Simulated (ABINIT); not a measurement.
Crystal: Si2Mo.

```
Mo Si
1.0
    -1.60000    1.60000    3.93050
     1.60000   -1.60000    3.93050
     1.60000    1.60000   -3.93050
Mo Si
1 2
Direct
  0.00000 0.00000 0.00000
  0.66700 0.66700 0.00000
  0.33300 0.33300 0.00000
```

| Item | Value |
| --- | --- |
| Program | ABINIT 10.8.3 (patched build) |
| Task | relaxation of cell and atoms |
| Functional | LDA |
| Potentials or basis | JTH PAW LDA v2.0 |
| Cutoff | 408 eV |
| k mesh | 12 × 12 × 12 |
| Occupations | fermi-dirac, width 0.05 eV |
| Spin | no spin polarisation |

At the start: pressure -5.9 GPa; volume 13.42 Å³/atom.

Task: How do energy, volume and symmetry change on relaxing?

Result: Over 6 steps the energy falls by 8.8 meV/atom and the volume is 13.07 Å³/atom (-2.6 %); space group I4/mmm (No. 139, to 0.05 Å).

The path:
```tsv
step	energy change (eV)	largest force (eV/Å)	pressure (GPa)	volume (Å³)
1	0.0000	0.3711	-5.90	40.25
2	-0.0208	0.2720	-1.99	39.53
3	-0.0248	0.1664	0.38	39.13
4	-0.0255	0.1220	0.44	39.12
5	-0.0264	0.0006	0.10	39.20
6	-0.0264	0.0004	0.01	39.22
```

Final structure:
```
CELL_PARAMETERS angstrom
-1.58751 1.58751 3.89031
1.58751 -1.58751 3.89031
1.58751 1.58751 -3.89031
ATOMIC_POSITIONS crystal
Mo 0.00000 0.00000 0.00000
Si 0.66481 0.66481 0.00000
Si 0.33519 0.33519 0.00000
```
